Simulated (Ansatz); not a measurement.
Li3N (Li3N type, space group P6/mmm)

```
Li3N
1.0
    3.60977     0.00000     0.00000
   -1.80489     3.12615     0.00000
    0.00000     0.00000     3.85578
Li N
3 1
Cartesian
  0.00000   0.00000   1.92789
  0.00000   2.08410   0.00000
  1.80489   1.04205   0.00000
  0.00000   0.00000   0.00000
```

The slice is a (1 -1 0 0) plane (indices of the conventional cell) through the point (0.667, 0.333, 0.000) (fractional), spanned by u = [110] and v = [001] in vectors of this cell: u (3.61 Å) and v (3.86 Å, at 90° to u). It covers one period; positions are fractions (u, v).

These are r2SCAN (plane waves to 500 eV, PAW, scalar-relativistic; Ansatz, a program for electronic structure) values and carry that method's errors. k mesh 11×11×9. Inside the PAW spheres the values are not all-electron values, and peaks at nuclei hang on which shells count as valence. Li3N was relaxed with its symmetry unable to fall.

Task: Sketch the electron localisation function (ELF) on this plane as a map.

Result: 
```
|xxxx%%    --**%%%%%%%%%%%%**--    %%xx|
|xx@@--    --**%%%%%%%%%%%%**--    --@@|
|--..    ..==**##%%%%%%%%##**==..    ..|
|        ..==**####%%%%####**==..      |
|        ::==++**########**++==::      |
|      ..::--==++++++++++++==--::..    |
|      ....::----------------::....    |
|      ............    ............    |
|                                      |
|                                      |
|                                      |
|      ............    ............    |
|      ....::----------------::....    |
|      ..::--==++++++++++++==--::..    |
|        ::==++**########**++==::      |
|        ..==**####%%%%####**==..      |
|--..    ..==**##%%%%%%%%##**==..    ..|
|xx@@--    --**%%%%%%%%%%%%**--    --@@|
|xxxx%%    --**%%%%%%%%%%%%**--    %%xx|
|xxxxxx..  ::**%%%%%%%%%%%%**::  ..xxxx|
```
Scale: ten equal steps from 0.01 (start of ' ') to 0.82 (end of '@'), in the order ' .:-=+*#%@'. Values: electron localisation function (ELF). The map has 19 points along u (two characters each, u = 0 at the left) and 20 along v (v = 0 in the bottom row). Points within 0.4 Å of a nucleus are blanked (x), as the pseudised field means little there.
